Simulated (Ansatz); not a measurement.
**In2GaAs3: tests of the settings**

Aim, for In2GaAs3: test the k-point mesh.

Program: Ansatz 0.2.0. Level of theory: DFT PBEsol, scalar-relativistic, plane waves, PAW. These are calculated values, not measurements.

1 further run of the same task is left out (set aside as unsound or not needed). Runs told in other sessions of the task aren't counted.

**1. The system as given**

The structure is tetragonal, space group I-4m2 (No. 119). The conventional cell has a = 4.280 Å, b = 4.280 Å, c = 18.120 Å, α = 90.00°, β = 90.00°, γ = 90.00°. Around In (site symmetry 2mm) lie 4 As at 2.66 to 2.67 Å. Around Ga (site symmetry -4m2) lie 4 As at 2.54 Å. As (site symmetry -4m2) has 4 In at 2.66 Å in its first shell of neighbours. As (site symmetry 2mm) is surrounded by 2 Ga at 2.54 Å and 2 In at 2.67 Å.

As a file:

```cif
data_structure
_symmetry_space_group_name_H-M 'P 1'
_symmetry_Int_Tables_number 1
_cell_length_a 9.5523
_cell_length_b 9.5523
_cell_length_c 9.5523
_cell_angle_alpha 154.106
_cell_angle_beta 154.106
_cell_angle_gamma 36.946
_cell_volume 165.99
loop_
_atom_site_label
_atom_site_type_symbol
_atom_site_fract_x
_atom_site_fract_y
_atom_site_fract_z
_atom_site_occupancy
In1 In 0.33676 0.33676 0.00000 1
In2 In 0.66324 0.66324 0.00000 1
Ga1 Ga 0.00000 0.00000 0.00000 1
As1 As 0.25000 0.75000 0.50000 1
As2 As 0.57547 0.07548 0.50000 1
As3 As 0.92453 0.42452 0.50000 1
```

Source of the structure: the Materials Project (structure only). It is taken as it stands there.

**2. The base input**

Input file input.yaml:

```yaml
crystal:
  lattice:
    - [-2.140184, 2.140184, 9.060064]
    - [2.140184, -2.140184, 9.060064]
    - [2.140184, 2.140184, -9.060064]
  atoms:
    - { symbol: In, position: [0.336756, 0.336756, 0.0] }
    - { symbol: In, position: [0.663244, 0.663244, 0.0] }
    - { symbol: Ga, position: [0.0, 0.0, 0.0] }
    - { symbol: As, position: [0.25, 0.75, 0.5] }
    - { symbol: As, position: [0.575475, 0.075475, 0.5] }
    - { symbol: As, position: [0.924525, 0.424525, 0.5] }
basis:
  ecutwfc: 420
kpoints:
  mp_grid: { grid: [12, 12, 12] }
hamiltonian:
  xc: pbesol
scf:
  occupations: { method: gaussian, width: 0.1 }
output:
  forces: true
  stress: true
  eigenvalues: true
  populations: true
  write_density: true
  write_potential: true
  elf: true
  volumetric_format: npy
```

It was run beforehand and gave: -4872.3892 eV/atom at zero smearing, pressure -2.69 GPa, largest force 0.044 eV/Å, no gap on the mesh, in 8 SCF cycles and 3.6 min.

**3. K-point mesh set to 1×1×1**

Input file input.yaml:

```yaml
crystal:
  lattice:
    - [-2.140184, 2.140184, 9.060064]
    - [2.140184, -2.140184, 9.060064]
    - [2.140184, 2.140184, -9.060064]
  atoms:
    - { symbol: In, position: [0.336756, 0.336756, 0.0] }
    - { symbol: In, position: [0.663244, 0.663244, 0.0] }
    - { symbol: Ga, position: [0.0, 0.0, 0.0] }
    - { symbol: As, position: [0.25, 0.75, 0.5] }
    - { symbol: As, position: [0.575475, 0.075475, 0.5] }
    - { symbol: As, position: [0.924525, 0.424525, 0.5] }
basis:
  ecutwfc: 420
kpoints:
  mp_grid: { grid: [1, 1, 1] }
hamiltonian:
  xc: pbesol
scf:
  occupations: { method: gaussian, width: 0.1 }
output:
  forces: true
  stress: true
  eigenvalues: true
```

Command:

```console
ansatz run input.yaml --threads 1 --pin off --max-ram 2560MiB --backend cpu --events-out ev --progress --plain --runs-dir out
```

**4. K-point mesh: 2×2×2**

Edit input.yaml of step 3 so:

```diff
@@ -15,3 +15,3 @@
 kpoints:
-  mp_grid: { grid: [1, 1, 1] }
+  mp_grid: { grid: [2, 2, 2] }
 hamiltonian:
```

**5. K-point mesh: 4×4×4**

Edit input.yaml of step 4 so:

```diff
@@ -15,3 +15,3 @@
 kpoints:
-  mp_grid: { grid: [2, 2, 2] }
+  mp_grid: { grid: [4, 4, 4] }
 hamiltonian:
```

**6. K-point mesh set to 6×6×6**

Edit input.yaml of step 5 so:

```diff
@@ -15,3 +15,3 @@
 kpoints:
-  mp_grid: { grid: [4, 4, 4] }
+  mp_grid: { grid: [6, 6, 6] }
 hamiltonian:
```

**7. K-point mesh set to 8×8×8**

Edit input.yaml of step 6 so:

```diff
@@ -15,3 +15,3 @@
 kpoints:
-  mp_grid: { grid: [6, 6, 6] }
+  mp_grid: { grid: [8, 8, 8] }
 hamiltonian:
```

**8. K-point mesh set to 10×10×10**

Edit input.yaml of step 7 so:

```diff
@@ -15,3 +15,3 @@
 kpoints:
-  mp_grid: { grid: [8, 8, 8] }
+  mp_grid: { grid: [10, 10, 10] }
 hamiltonian:
```

**9. K-point mesh: 14×14×14**

Edit input.yaml of step 8 so:

```diff
@@ -15,3 +15,3 @@
 kpoints:
-  mp_grid: { grid: [10, 10, 10] }
+  mp_grid: { grid: [14, 14, 14] }
 hamiltonian:
```

**10. K-point mesh set to 16×16×16**

Edit input.yaml of step 9 so:

```diff
@@ -15,3 +15,3 @@
 kpoints:
-  mp_grid: { grid: [14, 14, 14] }
+  mp_grid: { grid: [16, 16, 16] }
 hamiltonian:
@@ -24 +24,5 @@
   eigenvalues: true
+  write_density: true
+  write_potential: true
+  elf: true
+  volumetric_format: npy
```

(Steps that only read results are left out.)

**Question.** What does this series show?

As calculated:

| quantity | value |
| --- | --- |
| k-point mesh: within 10 and 1 meV/atom of 16×16×16 from | 6×6×6 for 10; 8×8×8 for 1 |

For the k-point mesh, the energy stays within 1 meV/atom of the reference from 8×8×8 on, at about 0.12 of the reference's time. The reference is only the best run made, not a proven limit. The energy moves one way along this series, and a metal needs dense meshes to resolve its Fermi surface. Forces stay within 0.01 eV/Å of the reference from 6×6×6 on.
